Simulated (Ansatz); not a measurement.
Geometry optimisation, Ansatz, DFT LDA, scalar-relativistic, plane waves, PAW.

input.yaml

```yaml
crystal:
  lattice:
    - [5.72186, 0.0, 0.0]
    - [0.0, 5.61324, 0.0]
    - [0.0, 0.0, 17.129397]
  atoms:
    - { symbol: W, position: [0.0, 0.0, 0.0583792] }
    - { symbol: C, position: [0.5, 0.25, 0.1548075] }
    - { symbol: W, position: [0.25, 0.0, 0.2030216] }
    - { symbol: C, position: [0.25, 0.25, 0.2994499] }
    - { symbol: W, position: [0.0, 0.5, 0.0583792] }
    - { symbol: C, position: [0.5, 0.75, 0.1548075] }
    - { symbol: W, position: [0.25, 0.5, 0.2030216] }
    - { symbol: C, position: [0.25, 0.75, 0.2994499] }
    - { symbol: W, position: [0.5, 0.0, 0.0583792] }
    - { symbol: C, position: [1.0, 0.25, 0.1548075] }
    - { symbol: W, position: [0.75, 0.0, 0.2030216] }
    - { symbol: C, position: [0.75, 0.25, 0.2994499] }
    - { symbol: W, position: [0.5, 0.5, 0.0583792] }
    - { symbol: C, position: [1.0, 0.75, 0.1548075] }
    - { symbol: W, position: [0.75, 0.5, 0.2030216] }
    - { symbol: C, position: [0.75, 0.75, 0.2994499] }
basis:
  ecutwfc: 420.0
kpoints:
  mp_grid: { grid: [3, 3, 1] }
hamiltonian:
  xc: lda
  pseudopotentials: { kind: paw, azcp: { folder: soft_1 } }
scf:
  occupations: { method: fermi_dirac, width: 0.05 }
  lower_state_search: "off"
relax:
  f_tol: 0.08
  max_steps: 25
  adjacent_minimum: "off"
  constraints: [{ sites: [0, 4, 8, 12] }]
```

Launched with:

```bash
$ ansatz run input.yaml --threads 2 --pin off --max-ram 5120MiB --backend cpu --events-out ev --progress --plain --runs-dir out
```

Question: Where does it end, and by what steps?

Answer: The forces met the threshold. Limits of this set-up: coarse k mesh, thin slab, slab without dipole correction, PAW files made for another functional. After 6 steps the energy has fallen by 2.477 eV; C4 moved furthest, 0.24 Å.

```json
{"step": "0", "energy less start (eV)": "0.0000", "largest force component (eV/Å)": "3.319", "accepted": "yes"}
{"step": "1", "energy less start (eV)": "-1.9878", "largest force component (eV/Å)": "1.828", "accepted": "yes"}
{"step": "2", "energy less start (eV)": "-2.0388", "largest force component (eV/Å)": "2.249", "accepted": "yes"}
{"step": "3", "energy less start (eV)": "-2.3135", "largest force component (eV/Å)": "0.919", "accepted": "yes"}
{"step": "4", "energy less start (eV)": "-2.4682", "largest force component (eV/Å)": "0.256", "accepted": "yes"}
{"step": "5", "energy less start (eV)": "-2.4753", "largest force component (eV/Å)": "0.084", "accepted": "yes"}
{"step": "6", "energy less start (eV)": "-2.4774", "largest force component (eV/Å)": "0.001", "accepted": "yes"}
```

```xyz
16
Lattice="5.7219 0.0000 0.0000 0.0000 5.6132 0.0000 0.0000 0.0000 17.1294" Properties=species:S:1:pos:R:3
W 0.000 0.000 1.000
C 2.861 1.403 2.546
W 1.430 0.000 3.543
C 1.430 1.403 4.892
W 0.000 2.807 1.000
C 2.861 4.210 2.546
W 1.430 2.807 3.543
C 1.430 4.210 4.892
W 2.861 0.000 1.000
C 5.722 1.403 2.546
W 4.291 0.000 3.543
C 4.291 1.403 4.892
W 2.861 2.807 1.000
C 5.722 4.210 2.546
W 4.291 2.807 3.543
C 4.291 4.210 4.892
```

The run took 21 s on 2 threads of AMD EPYC 9R45 96-Core Processor (Zen 5) (shared host), peak memory 0.83 GiB.
